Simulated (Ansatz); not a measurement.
# BN (F-43m) in Ansatz: further runs, part 2 of 2

Ansatz 0.2.0. The steps go on from the part before.

## (4) Phonons, BLYP+D3(BJ)-ATM

input.yaml reads:

```yaml
crystal:
  lattice:
    - [0.0, 1.813001, 1.813001]
    - [1.813001, 0.0, 1.813001]
    - [1.813001, 1.813001, 0.0]
  atoms:
    - { symbol: "N", position: [0.25, 0.25, 0.25] }
    - { symbol: B, position: [0.0, 0.0, 0.0] }
hamiltonian:
  xc: blyp
  pseudopotentials: { kind: paw }
  dispersion: d3bjatm
kpoints:
  mp_grid: { grid: [8, 8, 8] }
scf:
  occupations: { method: fixed }
phonons:
  method: dfpt
  dielectric: true
  rigid_motions: translations
  qmesh: [2, 2, 2]
  temperatures: { t_max: 1000, t_step: 100 }
  qpath:
    path:
      - [[0.0, 0.0, 0.0], [0.5, 0.0, 0.5], [0.5, 0.25, 0.75], [0.375, 0.375, 0.75], [0.0, 0.0, 0.0], [0.5, 0.5, 0.5], [0.625, 0.25, 0.625], [0.5, 0.25, 0.75], [0.5, 0.5, 0.5], [0.375, 0.375, 0.75]]
      - [[0.625, 0.25, 0.625], [0.5, 0.0, 0.5]]
    npoints: 8
```

Potentials or basis: Ansatz PAW.

The run is started by

```console
ansatz run input.yaml --threads 1 --pin off --max-ram 2560MiB --backend cpu --events-out ev --progress --plain --runs-dir out
```

Log:

```text
Warning: phonons: the dynamical matrix that this run interpolates holds no multipole term above the dipole-dipole one, and a site of this crystal is no centre of inversion, so its interpolated transverse optical and acoustic branches and sound speeds can stay off near Gamma, and the density of states and the thermodynamics with them. What a run solves at a wave vector of phonons.qpoints, Gamma apart, where the deck admits one, is free of this, and under fd what a larger phonons.supercell samples
Warning: RAYON_NUM_THREADS=1 ignored (pool sized by the plan → 1); use --threads N
Engine: ansatz 0.2.0, aarch64-unknown-linux-gnu
Pseudopotentials: kind: paw
Pseudopotential: N, paw, valence charge 5, recommended cutoff 420 eV (normal), N.paw.azcp
Pseudopotential: B, paw, valence charge 3, recommended cutoff 420 eV (normal), B.paw.azcp
Functional definition: BLYP
  parameter beta = 0.0042
  parameter a = 0.04918
  parameter b = 0.132
  parameter c = 0.2533
  parameter d = 0.349
  exchange = b88_x(beta = beta)
  correlation = lyp_c(a = a, b = b, c = c, d = d)
Crystal: 2 atoms, lattice volume = 11.919 Å³
Basis set: ecut = 420 eV, 259 PW (Γ), exchange–correlation on 36×36×36 points (8 copies of the dense FFT grid, shifted against one another)
Bands: 8, of which v1, the nominal top of the filled ones, is band 4 counted from 1 (3 counted from 0)
Symmetry: 24 space group operations
k-points: 95 of 512 (irreducible under 4 space group operations, time reversal used)
Non-local potential: N, projectors of the file, l = 0: 2, l = 1: 2, l = 2: 1
Non-local potential: B, projectors of the file, l = 0: 2, l = 1: 2, l = 2: 1
PAW form: soft (Blöchl's): semilocal exchange-correlation on the pseudo side does not see the compensation charge
[... 90 lines left out ...]
        -0.00000    1.92367    0.00000
         0.00000    0.00000    1.92367
  Z* charge neutrality: 4.232e-4 e pre-enforcement
  solved inside a basis spanned on kpoints, on 8×8×8 k-points, its susceptibility summed on 12×12×12: ε∞ is read to err by 1.1e-2, Z* by 6.5e-3 e (field_mesh: kpoints solves on kpoints); Z* is corrected for what the basis lacks
  optical modes at Γ without the LO–TO term, one row a degenerate level:
      ω (cm⁻¹)  modes    IR ((D/Å)²/amu)
       1021.77      3            41.9780
  optical modes at Γ + LO–TO along q̂ = [1.0000, 0.0000, 0.0000]:
      ω (cm⁻¹)  modes    IR ((D/Å)²/amu)
       1021.77      2            27.9853
       1264.75      1            13.9927
  optical modes at Γ + LO–TO along q̂ = [0.0000, 1.0000, 0.0000]:
      ω (cm⁻¹)  modes    IR ((D/Å)²/amu)
       1021.77      2            27.9853
       1264.75      1            13.9927
  optical modes at Γ + LO–TO along q̂ = [0.0000, 0.0000, 1.0000]:
      ω (cm⁻¹)  modes    IR ((D/Å)²/amu)
       1021.77      2            27.9853
       1264.75      1            13.9927
--- Phonons (arbitrary-q DFPT): 3 irreducible q on the 2×2×2 mesh ---
  q = [0.0000, 0.0000, 0.0000] (star 1, of the zone-centre solve; hermiticity 8.72e-8, symmetrization 1.31e-15): -0.00 -0.00 0.00 1021.77 1021.77 1021.77
  q = [0.0000, 0.0000, -0.5000] (star 4, 2 solved perturbations on 150 of 512 k-point pairs; hermiticity 3.27e-8, symmetrization 6.94e-15): 496.03 496.03 953.68 954.04 954.04 1138.30
  q = [0.0000, -0.5000, -0.5000] (star 3, 4 solved perturbations in 308 linear systems a pass and spin channel, the states on 95 of 512 k-point pairs; hermiticity 6.12e-8, symmetrization 3.95e-15): 714.48 714.48 867.62 867.62 1006.18 1143.24
  sum rule: each row above includes the acoustic sum rule's correction from the zone centre's row sums; it moved no ω² by more than (1.08 cm⁻¹)²
  mesh force constants: q→R imaginary residual 5.37e-18; ASR residual 5.972e-5 → 0.000e0 eV/Å²; symmetrization residual 2.842e-14 eV/Å²
  interpolated dispersion: 83 rows × 6 modes
  density of states and harmonic sums: on the 30×30×30 q-mesh, interpolated from the force constants of a 2×2×2 supercell (with the dipole–dipole term)
  largest difference from the sums on the solved wave vectors: F 1.80e-2 eV, S 5.13e-5 and C_V 3.13e-5 eV/K
  zero-point energy: 0.311732 eV/cell   skipped modes (ω ≤ 0): 3   left out of the sums: 1.85e-5 of the cell's modes: C_V's classical limit lies that fraction below 3 k_B per atom; for a crystal, a wire or a layer, F and S can be off by more, and a phonons.interpolated_qmesh denser along its periods is the remedy for the sampling
```

phbands.tsv:

```text
# q_distance	omega_0_inv_cm	omega_1_inv_cm	omega_2_inv_cm	omega_3_inv_cm	omega_4_inv_cm	omega_5_inv_cm	omega_0_thz	omega_1_thz	omega_2_thz	omega_3_thz	omega_4_thz	omega_5_thz
# format = ansatz-phbands/1
# fixed_weight_pressure_dispersion = d3bjatm
# dispersion_damping = {"method":"d3bjatm","s6":1.0,"s8":2.6996,"s9":1.0,"a1":0.4298,"a2_bohr":4.2359}
[... 83 lines left out ...]
10.893531	706.636135	741.694786	871.645070	872.157716	997.614271	1130.524403	21.184418	22.235450	26.131262	26.146631	29.907723	33.892269
10.970112	710.993949	726.858192	869.417372	869.738081	1002.364053	1137.501350	21.315062	21.790660	26.064477	26.074092	30.050118	34.101433
11.046692	713.608032	717.617605	868.071701	868.166171	1005.225539	1141.792895	21.393431	21.513635	26.024135	26.026967	30.135904	34.230090
11.123272	714.479187	714.479187	867.621718	867.621718	1006.181274	1143.240661	21.419547	21.419547	26.010645	26.010645	30.164556	34.273493
```

Run time: 66 s. Hardware: 1 thread of Arm Neoverse V1, shared host; peak memory 0.38 GiB.

Results:

- Free energy: -544.7765 eV
- Band gap on the k mesh: 4.86 eV, indirect (least direct gap 8.88 eV)
- Electronic dielectric tensor (diagonal): 4.51
- Born charges (mean of the diagonal): N -1.92; B +1.92 e
- Highest phonon frequency, LO-TO splitting left out: 1143 cm⁻¹
- Static dielectric tensor (diagonal): 6.91

Phonon frequencies in cm⁻¹ (negative: imaginary):
| q point | frequencies |
| --- | --- |
| (0.000, 0.000, 0.000) | 0 0 0 1022 1022 1022 |
| (0.000, 0.000, -0.500) | 496 496 954 954 954 1138 |
| (0.000, -0.500, -0.500) | 714 714 868 868 1006 1143 |

Electronic dielectric tensor:
```
4.51 0.00 0.00
0.00 4.51 0.00
0.00 0.00 4.51
```

Born effective charge tensors (e):
atom 1, N
```
-1.92  0.00  0.00
 0.00 -1.92  0.00
 0.00  0.00 -1.92
```
atom 2, B
```
1.92 0.00 0.00
0.00 1.92 0.00
0.00 0.00 1.92
```

Static dielectric tensor, electrons and zone-centre modes:
```
6.91 0.00 0.00
0.00 6.91 0.00
0.00 0.00 6.91
```

Caveat: the q mesh is small, so phonon branches between its points and thermal values are rough; the PAW data sets come from PBE, with cores solved anew for the run's functional, which leaves a small shift of forces and pressure.

## (5) How close it comes

Step 2. The gap isn't set beside the measured one, since this odd mesh misses points on the zone boundary.

Step 4. Measured gap of BN: 6.4 eV (indirect; 300 K; a printed reference work, monograph). This calculation gives 4.86 eV (-1.54 eV). The value is that of BLYP+D3(BJ)-ATM on a finite k mesh, which can miss the band edges, without temperature or zero-point motion. Semilocal functionals fall short of measured gaps as a rule. The cell is a database's relaxed one, not the measured one, which moves gaps too.
